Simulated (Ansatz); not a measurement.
A plane-wave DFT run in Ansatz 0.2.0 (scalar-relativistic PAW potentials unless the input names others): input and command.

```yaml
crystal:
  lattice:
    - [4.0880282804, 0.0, 0.0]
    - [0.0, 4.0880282804, 0.0]
    - [0.0, 0.0, 2.8513253925]
  atoms:
    - { symbol: Al, position: [0.4521321795, -0.0153522542, 0.5848404269] }
    - { symbol: Al, position: [0.0602226644, 0.4758134797, 0.4856748214] }
    - { symbol: Cu, position: [-0.0123548439, 0.0395387745, -0.0705152483] }
basis:
  ecutwfc: "50 eV"
kpoints:
  mp_grid: { grid: [8, 8, 12] }
hamiltonian:
  xc: r2scan
scf:
  occupations: { method: gaussian, width: 0.15 }
  max_iter: 75
output:
  forces: true
  eigenvalues: true
  stress: true
```

```bash
ansatz run input.yaml --threads 1 --pin off --max-ram 2560MiB --backend cpu --events-out ev --progress --plain --runs-dir out
```

Abridged log:
```
Basis set: ecut = 50 eV, 39 PW (Γ), exchange–correlation on 40×40×32 points (64 copies of the dense FFT grid, shifted against one another)
Bands: 17, of which v1, the nominal top of the filled ones, is band 13 counted from 1 (12 counted from 0)
Symmetry: 1 space group operations
k-points: 388 of 768 (time reversal used)
SCF iter   1: F=—  HF=-7054.470121 eV  |F-HF|=—  |Δ(HF+E_count)|=         —  Δρ=2.27e0  dr2=1.89e3  dr2_τ=1.40e1  ethr=1.77e-3  ⟨swp⟩=1.0  Hψ=14851  notcnv=0
SCF iter   2: F=—  HF=-5500.899923 eV  |F-HF|=—  |Δ(HF+E_count)|=    1.55e3  Δρ=2.74e-1  dr2=7.07e1  dr2_τ=5.07e0  ethr=1.77e-3  ⟨swp⟩=4.7  Hψ=31952  notcnv=0  defer=94
SCF iter   3: F=—  HF=-5460.842393 eV  |F-HF|=—  |Δ(HF+E_count)|=    4.01e1  Δρ=7.05e-2  dr2=6.43e0  dr2_τ=7.50e-2  ethr=1.77e-3  ⟨swp⟩=5.1  Hψ=24006  notcnv=0  defer=109
SCF iter   4: F=—  HF=-5458.203227 eV  |F-HF|=—  |Δ(HF+E_count)|=    2.64e0  Δρ=2.47e-2  dr2=8.93e-1  dr2_τ=9.57e-3  ethr=1.77e-3  ⟨swp⟩=4.6  Hψ=20526  notcnv=0  defer=92
SCF iter   5: F=—  HF=-5457.861646 eV  |F-HF|=—  |Δ(HF+E_count)|=   3.42e-1  Δρ=5.72e-3  dr2=3.96e-2  dr2_τ=1.42e-4  ethr=1.77e-3  ⟨swp⟩=2.6  Hψ=13340  notcnv=0  defer=82
SCF iter   6: F=—  HF=-5457.845765 eV  |F-HF|=—  |Δ(HF+E_count)|=   1.59e-2  Δρ=1.17e-3  dr2=1.83e-3  dr2_τ=2.18e-6  ethr=1.59e-4  ⟨swp⟩=2.1  Hψ=10104  notcnv=0  defer=80
SCF iter   7: F=—  HF=-5457.845121 eV  |F-HF|=—  |Δ(HF+E_count)|=   6.44e-4  Δρ=1.71e-4  dr2=3.18e-5  dr2_τ=1.90e-7  ethr=7.33e-6  ⟨swp⟩=2.0  Hψ=9652  notcnv=0  defer=80
SCF iter   8: F=—  HF=-5457.845115 eV  |F-HF|=—  |Δ(HF+E_count)|=   5.66e-6  Δρ=4.07e-5  dr2=1.34e-6  dr2_τ=1.62e-8  ethr=1.27e-7  ⟨swp⟩=2.2  Hψ=10266  notcnv=0  defer=80
SCF iter   9: F=-5457.845115 eV  HF=-5457.845115 eV  |F-HF|=1.79e-8  |Δ(HF+E_count)|=   1.05e-7  Δρ=7.49e-6  dr2=4.69e-8  dr2_τ=4.99e-10  ethr=4.00e-10  ⟨swp⟩=10.8  Hψ=42106  notcnv=0
SCF 1 converged in 9 iterations: F = -5457.845115 eV  dr2 = 4.69e-8
SCF converged after 9 iterations
Free energy (F): -5457.845115 eV
Harris-Foulkes:  -5457.845115 eV  (|F-HF|=1.79e-8)
Internal energy: -5457.835191 eV  (E = F + TS)
E sigma→0 (E₀):  -5457.840153 eV
Entropy (-TS):   -0.009924 eV (-3.308 meV/atom)
Fermi energy:    23.300529 eV
--- Forces (eV/Å), atoms counted from 1 ---
  atom   1  Al    24.52736675    -5.49496940   -18.98278365
  atom   2  Al     2.96334218    29.47205423    -9.81897558
  atom   3  Cu   -27.48177656   -23.96070828    28.79484743
--- Stress (GPa, compression-positive) ---
    -4486.158455      11.843697     -56.912754
       11.843700   -4548.844457     -22.343704
      -56.912589     -22.343618   -4492.870843
  P = ⅓ Tr σ = -4509.2913 GPa (-45092.913 kbar)
```

Question: Find the fault.

Answer: The fault is a cutoff far too low (basis.ecutwfc: 500 → "50 eV", the first being the value of the sound run). Setting it back cures it. The log, from which this was withheld above, says: «Warning: basis.ecutwfc = 50 eV is below the records' recommended 500 eV, and the density's cutoff is lower with it unless basis.ecutrho_ratio is high enough to keep the records' density cutoff: compare with a run at a higher cutoff» The run converged all the same, with an energy at zero smearing 751.1 eV/atom above the reference's, pressure -4509.29 GPa, largest force 46.460 eV/Å, no gap on the mesh, so convergence alone doesn't show that an input is right. A reference run from the same start on usual settings converged with pressure 9.26 GPa, largest force 3.366 eV/Å, no gap on the mesh.

The run took 6.1 s on 1 thread of Arm Neoverse V2 (shared host), peak memory 0.29 GiB.